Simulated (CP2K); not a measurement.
Input of a CP2K 2026.2 run:

gan_bands.inp

```
&GLOBAL
  PROJECT gan_bands
  RUN_TYPE ENERGY_FORCE
  PRINT_LEVEL LOW
&END GLOBAL
&FORCE_EVAL
  METHOD QS
  STRESS_TENSOR ANALYTICAL
  &DFT
    BASIS_SET_FILE_NAME BASIS_MOLOPT
    POTENTIAL_FILE_NAME GTH_SOC_POTENTIALS
    &MGRID
      CUTOFF 450
      REL_CUTOFF 60
      NGRIDS 5
    &END MGRID
    &QS
      METHOD GPW
      EPS_DEFAULT 1.0E-10
    &END QS
    &KPOINTS
      SCHEME MONKHORST-PACK 10 10 10
      GAMMA_CENTERED T
    &END KPOINTS
    &SCF
      SCF_GUESS ATOMIC
      EPS_SCF 1.0E-6
      MAX_SCF 100
      ADDED_MOS 10
      CHOLESKY OFF
      EPS_EIGVAL 1.0E-7
      &DIAGONALIZATION ON
        ALGORITHM STANDARD
      &END DIAGONALIZATION
      &MIXING ON
        METHOD BROYDEN_MIXING
        ALPHA 0.4
        BETA 1.5
        NBUFFER 8
      &END MIXING
      &SMEAR ON
        METHOD FERMI_DIRAC
        ELECTRONIC_TEMPERATURE 580.23
      &END SMEAR
    &END SCF
    &XC
      &XC_FUNCTIONAL PBE
      &END XC_FUNCTIONAL
    &END XC
    &PRINT
      &KPOINTS ON
      &END KPOINTS
      &MULLIKEN ON
      &END MULLIKEN
      &MO ON
        ENERGIES T
        OCCUPATION_NUMBERS T
        &EACH
          QS_SCF 0
        &END EACH
        ADD_LAST NUMERIC
      &END MO
    &END PRINT
  &END DFT
  &PROPERTIES
    &BANDSTRUCTURE ON
      &BANDSTRUCTURE_PATH
        NPOINTS 8
        SPECIAL_POINT GAMMA 0.00000000 0.00000000 0.00000000
        SPECIAL_POINT X 0.50000000 0.00000000 0.50000000
        SPECIAL_POINT W 0.50000000 0.25000000 0.75000000
        SPECIAL_POINT K 0.37500000 0.37500000 0.75000000
        SPECIAL_POINT GAMMA 0.00000000 0.00000000 0.00000000
        SPECIAL_POINT L 0.50000000 0.50000000 0.50000000
        SPECIAL_POINT U 0.62500000 0.25000000 0.62500000
        SPECIAL_POINT W 0.50000000 0.25000000 0.75000000
        SPECIAL_POINT L 0.50000000 0.50000000 0.50000000
        SPECIAL_POINT K 0.37500000 0.37500000 0.75000000
      &END BANDSTRUCTURE_PATH
      &SOC ON
      &END SOC
    &END BANDSTRUCTURE
  &END PROPERTIES
  &SUBSYS
    &CELL
      ABC 3.1869311219 3.1869311219 3.1869311220
      ALPHA_BETA_GAMMA 59.9999999991 59.9999999995 59.9999999994
      PERIODIC XYZ
    &END CELL
    &COORD
      SCALED
      Ga  0.0000000000 0.0000000000 0.0000000000
      N   0.2500000000 0.2500000000 0.2500000000
    &END COORD
    &KIND Ga
      BASIS_SET DZVP-MOLOPT-SR-GTH-q13
      POTENTIAL GTH-PBE-q13
    &END KIND
    &KIND N
      BASIS_SET DZVP-MOLOPT-SR-GTH-q5
      POTENTIAL GTH-PBE-q5
    &END KIND
    &PRINT
      &ATOMIC_COORDINATES ON
      &END ATOMIC_COORDINATES
      &CELL ON
      &END CELL
      &SYMMETRY ON
      &END SYMMETRY
    &END PRINT
  &END SUBSYS
  &PRINT
    &FORCES ON
    &END FORCES
    &STRESS_TENSOR ON
    &END STRESS_TENSOR
  &END PRINT
&END FORCE_EVAL
```

Potentials or basis: GTH_SOC_POTENTIALS Ga GTH-PBE-q13, N GTH-PBE-q5; DZVP-MOLOPT-SR-GTH basis.

Run with:

```console
$ OMP_NUM_THREADS=1 cp2k.psmp -i gan_bands.inp -o gan_bands.out
```

(1) Predict the pressure.

(2) Predict the Mulliken charges.

(3) Predict the band gap along the path.

Answers

(1) 7.5 GPa.

(2) Ga +0.54; N -0.54 e.

(3) 1.71 eV, direct.

Caveat: the basis of atomic orbitals isn't converged, which shifts pressures, moduli and gaps; the real-space grid breaks the cell's symmetry a little.

**Measured values to compare with.**

From a printed reference work, textbook, for a bulk crystal of GaN at 0 K: band gap 3.299 eV (direct).

Against the measured gap of GaN, 3.299 eV (direct; 0 K; a printed reference work, textbook), the calculated 1.71 eV is off by -1.59 eV. The value is that of PBE in an atomic basis (GTH_SOC_POTENTIALS Ga GTH-PBE-q13, N GTH-PBE-q5; DZVP-MOLOPT-SR-GTH basis), whose error adds to the functional's,, without temperature or zero-point motion. Semilocal functionals fall short of measured gaps as a rule. The cell is a database's relaxed one, not the measured one, which moves gaps too.
